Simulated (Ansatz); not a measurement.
The system is Ni.

```
Ni
1.0
    -1.38372    1.38372    1.38372
     1.38372   -1.38372    1.38372
     1.38372    1.38372   -1.38372
Ni
1
Cartesian
  0.0000 0.0000 0.0000
```

This isn't the form of Ni at room conditions, which is fcc.

Base run:

* Program: Ansatz 0.2.0
* Functional: PBE
* Potentials or basis: Ansatz PAW
* Cutoff: 420 eV (not typed: the program's choice for these potentials)
* k mesh: 13 × 13 × 13
* Occupations: fermi-dirac, width 0.05 eV
* Spin: no spin polarisation

Its results: band gap on the k mesh none (metal or under the smearing width); pressure 5.8 GPa.

Task: The run is repeated on the same cell with these changes: spin from no spin polarisation to collinear spin, random start. What comes out?

Result: Band gap on the k mesh none (metal or under the smearing width); pressure 7.8 GPa; net moment 0.59 μB per cell; site moments Ni +0.62 μB.
